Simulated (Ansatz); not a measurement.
# BeTe (zincblende) under strain

BeTe in the zincblende structure, relaxed with r2SCAN in the plane-wave code Ansatz. It is cubic, F-43m (No. 216); conventional cell a = 5.657 Å, 22.63 Å³ an atom. Be has 4 Te at 2.45 Å; Te has 4 Be at 2.45 Å.

The axes x, y and z are those of this cell:
```
CELL_PARAMETERS angstrom
0.00000 2.82862 2.82862
2.82862 0.00000 2.82862
2.82862 2.82862 0.00000
ATOMIC_POSITIONS crystal
Be 0.00000 0.00000 0.00000
Te 0.25000 0.25000 0.25000
```

Unstrained: With PBE the valence top lies at Γ and the conduction bottom at X, 2.020 eV higher; the smallest vertical gap, at Γ, is 3.639 eV. r2SCAN gives an indirect gap of 2.375 eV, from Γ to X; the least direct gap is 4.040 eV at Γ. The HSE06 gap is indirect, 2.695 eV (Γ to X), below the direct gap of 4.482 eV at Γ. Meshes: PBE 8×8×8, r2SCAN 8×8×8, HSE06 6×6×6. Strains are changes of length per length. After each strain the atoms were relaxed again with r2SCAN within the symmetry that the strain leaves, so tilts or polar shifts that break it weren't tested; points keep the names that they have in the unstrained zone. The values are computed, spin-unpolarised, and not measurements.

Changes of the least gap in eV (an overlap counts as a negative gap):
```json
{"strain": "uniaxial +2.0 % along z", "volume change (%)": "+2.0", "space group": "I-4m2", "PBE": "-0.032", "r2SCAN": "-0.035", "HSE06": "-0.033", "G0W0@PBE (mesh)": "-0.03", "energy rise, r2SCAN (meV/atom)": "2.8"}
{"strain": "epitaxial +3.0 % in the xy plane, free normal strain -2.34 %", "volume change (%)": "+3.6", "space group": "I-4m2", "PBE": "-0.294", "r2SCAN": "-0.311", "HSE06": "-0.308", "G0W0@PBE (mesh)": "-0.30", "energy rise, r2SCAN (meV/atom)": "13.1"}
{"strain": "uniaxial +4.0 % along [111]", "volume change (%)": "+4.0", "space group": "R3m", "PBE": "-0.033", "r2SCAN": "-0.044", "HSE06": "-0.034", "G0W0@PBE (mesh)": "-0.03", "energy rise, r2SCAN (meV/atom)": "13.6"}
{"strain": "isotropic -0.5 % on every length", "volume change (%)": "-1.5", "space group": "F-43m", "PBE": "-0.036", "r2SCAN": "-0.036", "HSE06": "-0.038", "G0W0@PBE (mesh)": "-0.04", "energy rise, r2SCAN (meV/atom)": "1.0"}
{"strain": "uniaxial -4.0 % along x", "volume change (%)": "-4.0", "space group": "I-4m2", "PBE": "-0.423", "r2SCAN": "-0.439", "HSE06": "-0.443", "G0W0@PBE (mesh)": "-0.44", "energy rise, r2SCAN (meV/atom)": "11.8"}
```
Unstrained, G0W0@PBE with 188 empty bands, a screening cutoff of 150 eV and a 4×4×4 mesh gives 2.83 eV on its mesh; the band count follows the volume. G0W0 here is at a finite number of bands, screening cutoff and k mesh, not at the basis limit.

Uniaxial +2.0 % along z, other directions held. HSE06: the gap goes from 2.695 to 2.662 eV (-0.033 eV); the X points, equivalent before, split by 134 meV, and the conduction bottom lies at those like (0, 1/2, 1/2); with r2SCAN the top three valence levels at Γ, degenerate before, become 2+1 from the top over 111 meV. Stress change with r2SCAN, compression positive: xx -0.71, yy -0.71, zz -1.98 GPa.

Epitaxial +3.0 % in the xy plane, free normal strain -2.34 %. HSE06: the gap goes from 2.695 to 2.387 eV (-0.308 eV); with r2SCAN the top three valence levels at Γ, degenerate before, become 1+2 from the top over 258 meV. Stress change with r2SCAN, compression positive: xx -2.96, yy -2.96, zz 0.00 GPa.

Uniaxial +4.0 % along [111], other directions held. HSE06: the gap goes from 2.695 to 2.661 eV (-0.034 eV); with r2SCAN the top three valence levels at Γ, degenerate before, become 2+1 from the top over 275 meV. Stress change with r2SCAN, compression positive: xx -2.09, yy -2.09, zz -2.09, xy -1.27, xz -1.27, yz -1.27 GPa.

Isotropic -0.5 % on every length. HSE06: the gap goes from 2.695 to 2.657 eV (-0.038 eV). Stress change with r2SCAN, compression positive: xx +0.92, yy +0.92, zz +0.92 GPa. For HSE06, dE_g/d ln V = 2.5 eV over this step.

Uniaxial -4.0 % along x, other directions held. HSE06: the gap goes from 2.695 to 2.252 eV (-0.443 eV); the X points, equivalent before, split by 294 meV, and the conduction bottom lies at those like (0, 1/2, 1/2); with r2SCAN the top three valence levels at Γ, degenerate before, become 1+2 from the top over 217 meV. Stress change with r2SCAN, compression positive: xx +4.25, yy +1.80, zz +1.80 GPa.

No spin-orbit coupling is included; it can move band edges with weight on the heavy atoms by tenths of an eV.

The meshes of the hybrids are coarse, so their gaps aren't converged to the digits shown.

The splittings at Γ are without spin-orbit coupling, which regroups them where it is of like size or larger.
